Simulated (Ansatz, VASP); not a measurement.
# KBr: VASP beside Ansatz, part 2 of 2

Aim: how closely do two programs agree when they are given the same cell, functional and k mesh? The cell is taken from a series of VASP runs on this material, whose earlier steps may have relaxed, scaled or displaced it; both programs get it as it stands.

VASP 6.6.1 and Ansatz 0.2.0.

So far. Step 3 (VASP: band structure, HSE06): The k-mesh is coarse for exact exchange; levels may shift by about 0.1 eV on a finer one.

## (4) Comparison

Known differences besides the potentials themselves: exact exchange at q = 0 is treated differently, which shows on coarse meshes; VASP keeps PBE cores, Ansatz makes them for the functional; the cutoff is 420 eV in Ansatz and 350 eV in VASP; VASP takes a coarser grid for exact exchange (PRECFOCK = Fast). Total energies have different zeros and are not compared.

The two programs side by side:

| quantity | Ansatz | VASP | difference |
| --- | --- | --- | --- |
| gap over the path points (eV) | 5.645 | 5.640 | +0.005 |

Levels at points of the path, from each program's valence-band top (eV; 3 filled, then empty):

| k (reciprocal lattice) | Ansatz | VASP |
| --- | --- | --- |
| 0.000 0.000 0.000 | 0.00 0.00 0.00 5.64 8.99 8.99 | 0.00 0.00 0.00 5.64 9.00 9.00 |
| 0.500 0.000 0.500 | -0.88 -0.31 -0.31 7.07 8.54 10.84 | -0.88 -0.31 -0.31 7.08 8.54 10.84 |
| 0.500 0.222 0.722 | -0.68 -0.58 -0.56 8.38 8.99 9.59 | -0.68 -0.58 -0.56 8.38 9.00 9.60 |
| 0.403 0.347 0.750 | -0.74 -0.68 -0.37 7.88 9.53 9.70 | -0.74 -0.68 -0.37 7.89 9.54 9.71 |
| 0.125 0.125 0.250 | -0.51 -0.14 -0.12 6.59 8.63 9.37 | -0.50 -0.14 -0.12 6.59 8.64 9.38 |
| 0.278 0.278 0.278 | -0.80 -0.21 -0.21 7.11 8.86 9.90 | -0.80 -0.21 -0.21 7.11 8.87 9.91 |
| 0.556 0.389 0.556 | -1.11 -0.45 -0.36 8.08 9.34 10.57 | -1.11 -0.45 -0.36 8.08 9.34 10.58 |
| 0.583 0.250 0.667 | -0.73 -0.67 -0.39 7.94 9.54 9.60 | -0.73 -0.67 -0.39 7.95 9.55 9.60 |
| 0.500 0.306 0.694 | -0.78 -0.60 -0.47 8.59 8.78 9.78 | -0.78 -0.60 -0.47 8.59 8.79 9.79 |
| 0.486 0.486 0.528 | -1.24 -0.36 -0.35 7.81 9.62 11.27 | -1.24 -0.36 -0.35 7.81 9.62 11.28 |

Among the levels compared at these points, filled levels agree within 3 meV and empty ones within 9 meV.

## (5) Ansatz: band structure, HSE06, spin-orbit coupling

Levels along a path test the potential and the projectors away from the mesh points.

The cell is taken from a series of VASP runs on this material, whose earlier steps may have relaxed, scaled or displaced it; both programs get it as it stands.

input.yaml reads:

```yaml
crystal:
  lattice:
    - [0.0, 3.29235, 3.29235]
    - [3.29235, 0.0, 3.29235]
    - [3.29235, 3.29235, 0.0]
  atoms:
    - { symbol: Br, position: [0.5, 0.5, 0.5] }
    - { symbol: K, position: [0.0, 0.0, 0.0] }
hamiltonian:
  xc: { exchange: pbe, correlation: pbe, exx: { coeff: 0.25, omega: 0.2 } }
  pseudopotentials: { kind: paw_fr }
magnetization:
  noncollinear: true
  spin_orbit: true
kpoints:
  mp_grid: { grid: [4, 4, 4] }
  band_path:
    path:
      - [0.0, 0.0, 0.0]
      - [0.5, 0.0, 0.5]
      - [0.5, 0.22222, 0.72222]
      - [0.40278, 0.34722, 0.75]
      - [0.125, 0.125, 0.25]
      - [0.27778, 0.27778, 0.27778]
      - [0.55556, 0.38889, 0.55556]
      - [0.58333, 0.25, 0.66667]
      - [0.5, 0.30556, 0.69444]
      - [0.48611, 0.48611, 0.52778]
      - [0.625, 0.25, 0.625]
      - [0.5, 0.0, 0.5]
    npoints: 1
scf:
  occupations: { method: gaussian, width: 0.03 }
  n_extra_bands: 14
output:
  forces: true
  stress: true
  eigenvalues: true
  write_density: true
  write_potential: true
  elf: true
  volumetric_format: npy
```

The run is started by

```console
$ ansatz run input.yaml --threads 4 --pin off --max-ram 9216MiB --backend cpu --events-out ev --progress --plain --runs-dir out
```

Numbers of over 12 decimals in the logs are rounded to 6 here.

Output:

```text
[...]
non-collinear run that drives no moment, with spin-orbit: no starting moment large enough to seed its density (crystal.atoms[].spin), no starting occupations that ask for one, no magnetisation constraint and no magnetic field, so the semilocal B_xc is pinned to zero
Crystal: 2 atoms, lattice volume = 71.375 Å³
[...]
k-point 0: bands = [... 12 lower, 0.4148, 0.4148, 0.4148, 0.4148, 5.8874, 5.8874, 9.2322, 9.2322, ... 10 higher]
  k-point 1: bands = [... 12 lower, -0.0055, -0.0055, 0.2248, 0.2248, 7.1648, 7.1648, 9.0505, 9.0505, ... 10 higher]
  k-point 2: bands = [... 12 lower, -0.2245, -0.2245, 0.0485, 0.0485, 8.0262, 8.0262, 9.8837, 9.8837, ... 10 higher]
  k-point 7: bands = [... 12 lower, -0.2474, -0.2474, -0.1970, -0.1970, 8.8956, 8.8956, 8.9471, 8.9471, ... 10 higher]
[key lines of the parts left out:]
Magnetization: |M| = 0.0000 μB,  M = (+0.0000, +0.0000, +0.0000) μB
Free energy (F): -4326.598997 eV
Fermi energy:    3.151114 eV
P = ⅓ Tr σ = 0.5801 GPa (5.801 kbar)
```

It took 58 s on 4 threads of AMD EPYC 7B13 (Zen 3), shared host; peak memory 1.2 GiB.

## (6) VASP: band structure, HSE06, spin-orbit coupling

The same cell, functional, mesh and smearing now go to VASP, with its own data sets and cutoff.

The run reads the wave functions of an earlier VASP run, which isn't shown here.

INCAR reads:

```
SYSTEM = KBr
PREC = Accurate
ENCUT = 350
EDIFF = 1E-06
NELM = 100
ISMEAR = 0
SIGMA = 0.03
LREAL = .FALSE.
ALGO = Normal
LHFCALC = .TRUE.
AEXX = 0.25
GGA = PE
HFSCREEN = 0.2
LASPH = .TRUE.
LNONCOLLINEAR = .TRUE.
MAGMOM = 0 0 0 0 0 0
NBANDS = 28
GGA_COMPAT = .FALSE.
LSORBIT = .TRUE.
PRECFOCK = Fast
LORBIT = 11
LWAVE = .FALSE.
LCHARG = .FALSE.
KPAR = 4
```

POSCAR reads:

```
KBr
1.0
    0.0000000000      3.2923500000      3.2923500000
    3.2923500000      0.0000000000      3.2923500000
    3.2923500000      3.2923500000      0.0000000000
Br K
1 1
Direct
    0.5000000000      0.5000000000      0.5000000000
    0.0000000000      0.0000000000      0.0000000000
```

KPOINTS reads:

```
Automatic mesh
0
Gamma
4 4 4
0 0 0
```

KPOINTS_OPT reads:

```
Line mode
10
Line-mode
Reciprocal
  0.00000000   0.00000000   0.00000000 GAMMA
  0.50000000   0.00000000   0.50000000 X

  0.50000000   0.00000000   0.50000000 X
  0.50000000   0.25000000   0.75000000 W

  0.50000000   0.25000000   0.75000000 W
  0.37500000   0.37500000   0.75000000 K

  0.37500000   0.37500000   0.75000000 K
  0.00000000   0.00000000   0.00000000 GAMMA

  0.00000000   0.00000000   0.00000000 GAMMA
  0.50000000   0.50000000   0.50000000 L

  0.50000000   0.50000000   0.50000000 L
  0.62500000   0.25000000   0.62500000 U

  0.62500000   0.25000000   0.62500000 U
  0.50000000   0.25000000   0.75000000 W

  0.50000000   0.25000000   0.75000000 W
  0.50000000   0.50000000   0.50000000 L

  0.50000000   0.50000000   0.50000000 L
  0.37500000   0.37500000   0.75000000 K

  0.62500000   0.25000000   0.62500000 U
  0.50000000   0.00000000   0.50000000 X
```

The projector-augmented-wave data sets are Br and K_sv (PBE family, release 64).

The run is started by

```console
$ mpirun -np 4 vasp_ncl
```

Output:

```text
[... set-up lines as in an earlier step ...]
 entering main loop
       N       E                     dE             d eps       ncg     rms          rms(c)
DAV:   1    -0.720739675399E+01   -0.72074E+01   -0.61726E-01   476   0.746E+00    0.211E+00
DAV:   2    -0.721363102184E+01   -0.62343E-02   -0.24514E-02   576   0.974E-01    0.146E+00
DAV:   3    -0.721129111836E+01    0.23399E-02   -0.17543E-03   536   0.281E-01    0.900E-01
DAV:   4    -0.721078619476E+01    0.50492E-03   -0.79779E-04   512   0.171E-01    0.550E-01
[...]
DAV:   9    -0.721068915645E+01   -0.23731E-05   -0.18954E-06   504   0.105E-02    0.425E-02
DAV:  10    -0.721069071189E+01   -0.15554E-05   -0.90839E-07   428   0.713E-03    0.253E-02
DAV:  11    -0.721069160988E+01   -0.89799E-06   -0.45093E-07   356   0.523E-03
   1 F= -.72106916E+01 E0= -.72106916E+01  d E =-.166137E-33  mag=    -0.0000    -0.0000    -0.0000
 Start KPOINTS_OPT (optional k-point list driver)
k-point batch [1-8\100]
       N       E                     dE             ncg
DAV:   1    -0.714888882152E+03   -0.16704E+04      448
DAV:   2    -0.153453704113E+04   -0.81965E+03      528
DAV:   3    -0.161470567238E+04   -0.80169E+02      680
DAV:   4    -0.161700938668E+04   -0.23037E+01      608
DAV:   5    -0.161707391988E+04   -0.64533E-01      616
DAV:   6    -0.161707524680E+04   -0.13269E-02      620
DAV:   7    -0.161707528103E+04   -0.34228E-04      592
DAV:   8    -0.161707528178E+04   -0.74986E-06      460
[...]
k-point batch [97-100\100]
       N       E                     dE             ncg
DAV:   1     0.114493140185E+04   -0.19607E+04      224
DAV:   2     0.774954594124E+03   -0.36998E+03      256
DAV:   3     0.740699447475E+03   -0.34255E+02      368
DAV:   4     0.739775329025E+03   -0.92412E+00      328
DAV:   5     0.739756941405E+03   -0.18388E-01      328
DAV:   6     0.739756648385E+03   -0.29302E-03      312
DAV:   7     0.739756641688E+03   -0.66970E-05      316
DAV:   8     0.739756641584E+03   -0.10432E-06      212
```

Parts of OUTCAR (step 6):

```text
 POSITION                                       TOTAL-FORCE (eV/Angst)
 -----------------------------------------------------------------------------------
      3.29235      3.29235      3.29235         0.000000     -0.000000      0.000000
      0.00000      0.00000      0.00000        -0.000000      0.000000     -0.000000
 -----------------------------------------------------------------------------------
    total drift:                                0.000000      0.000000      0.000000

  FREE ENERGIE OF THE ION-ELECTRON SYSTEM (eV)
  ---------------------------------------------------
  free  energy   TOTEN  =        -7.2106916099 eV

  energy  without entropy=       -7.2106916099  energy(sigma->0) =       -7.21069161

 magnetization (x)
# of ion       s       p       d       tot
------------------------------------------
    1       -0.000   0.000  -0.000   0.000
    2       -0.000   0.000   0.000  -0.000
--------------------------------------------------
tot         -0.000   0.000  -0.000  -0.000

 magnetization (y)
# of ion       s       p       d       tot
------------------------------------------
    1       -0.000  -0.000  -0.000  -0.000
    2        0.000  -0.000  -0.000  -0.000
--------------------------------------------------
tot         -0.000  -0.000  -0.000  -0.000

 magnetization (z)
# of ion       s       p       d       tot
------------------------------------------
    1        0.000   0.000   0.000   0.000
    2       -0.000   0.000   0.000  -0.000
--------------------------------------------------
tot         -0.000   0.000   0.000  -0.000

[... 1 part as in an earlier step ...]

[... 2 further parts left out ...]
[key lines of the parts left out:]
E-fermi :  -2.1771
```

## (7) Side by side

What differs besides the data sets and the points named for the pairs above, as far as they apply: spin-orbit coupling enters by fully relativistic files in Ansatz and inside the spheres in VASP. Total energies have different zeros and are not compared.

The two programs side by side:

| quantity | Ansatz | VASP | difference |
| --- | --- | --- | --- |
| gap over the path points (eV) | 5.473 | 5.471 | +0.001 |

Levels at points of the path, from each program's valence-band top (eV; 6 filled, then empty):

| k (reciprocal lattice) | Ansatz | VASP |
| --- | --- | --- |
| 0.000 0.000 0.000 | -0.53 -0.53 0.00 0.00 0.00 0.00 5.47 5.47 8.82 8.82 8.82 8.82 | -0.52 -0.52 0.00 0.00 0.00 0.00 5.47 5.47 8.82 8.82 8.82 8.82 |
| 0.500 0.000 0.500 | -1.14 -1.14 -0.56 -0.56 -0.32 -0.32 6.90 6.90 8.37 8.37 10.66 10.66 | -1.13 -1.13 -0.56 -0.56 -0.32 -0.32 6.91 6.91 8.37 8.37 10.68 10.68 |
| 0.500 0.222 0.722 | -1.09 -1.09 -0.67 -0.67 -0.59 -0.59 8.21 8.21 8.82 8.82 9.42 9.42 | -1.08 -1.08 -0.67 -0.67 -0.59 -0.59 8.21 8.21 8.83 8.83 9.43 9.43 |
| 0.403 0.347 0.750 | -1.11 -1.11 -0.74 -0.74 -0.46 -0.46 7.71 7.71 9.35 9.35 9.54 9.54 | -1.10 -1.10 -0.74 -0.74 -0.46 -0.46 7.72 7.72 9.36 9.36 9.55 9.55 |
| 0.125 0.125 0.250 | -0.83 -0.83 -0.33 -0.33 -0.14 -0.14 6.42 6.42 8.46 8.46 9.20 9.20 | -0.82 -0.82 -0.33 -0.33 -0.14 -0.14 6.42 6.42 8.47 8.47 9.20 9.20 |
| 0.278 0.278 0.278 | -1.07 -1.07 -0.47 -0.47 -0.22 -0.22 6.94 6.94 8.69 8.69 9.73 9.73 | -1.06 -1.06 -0.46 -0.46 -0.22 -0.22 6.94 6.94 8.70 8.70 9.74 9.74 |
| 0.556 0.389 0.556 | -1.35 -1.35 -0.68 -0.68 -0.42 -0.42 7.91 7.91 9.16 9.16 10.40 10.40 | -1.35 -1.35 -0.68 -0.68 -0.41 -0.41 7.91 7.91 9.17 9.17 10.41 10.41 |
| 0.583 0.250 0.667 | -1.11 -1.11 -0.73 -0.73 -0.48 -0.48 7.77 7.77 9.36 9.36 9.44 9.44 | -1.10 -1.10 -0.73 -0.73 -0.48 -0.48 7.78 7.78 9.37 9.37 9.45 9.45 |
| 0.500 0.306 0.694 | -1.13 -1.13 -0.71 -0.71 -0.54 -0.54 8.41 8.41 8.61 8.61 9.61 9.61 | -1.12 -1.12 -0.71 -0.71 -0.53 -0.53 8.42 8.42 8.62 8.62 9.62 9.62 |
| 0.486 0.486 0.528 | -1.47 -1.47 -0.64 -0.64 -0.37 -0.37 7.63 7.63 9.45 9.45 11.09 11.09 | -1.46 -1.46 -0.64 -0.64 -0.37 -0.37 7.64 7.64 9.45 9.45 11.10 11.10 |

Among the levels compared at these points, filled levels agree within 9 meV and empty ones within 12 meV.

## (8) Results

| Property | Result |
| --- | --- |
| difference in gap over the path points (band structure, HSE06) | 0.0046 eV |
| difference in gap over the path points (band structure, HSE06, spin-orbit coupling) | 0.0012 eV |

The difference in gap over the path points is 0.0046 eV (band structure, HSE06), within the 0.08 eV picked in this series as the mark of a large difference. How closely two codes agree says nothing of how well the functional describes the real material.

[Lines on the potential files, build, host, timing and source positions are cut from VASP's logs without a mark.]

[Logs are printed without paths, hosts, clocks, repeated set-up lines and the standing remarks that a program may print on its own settings, such as how far it seeks lower states.]

[Hosts, paths, dates, database ids (printed as entryN), source tags and the programs' standing remarks are cut or masked in the printed files.]
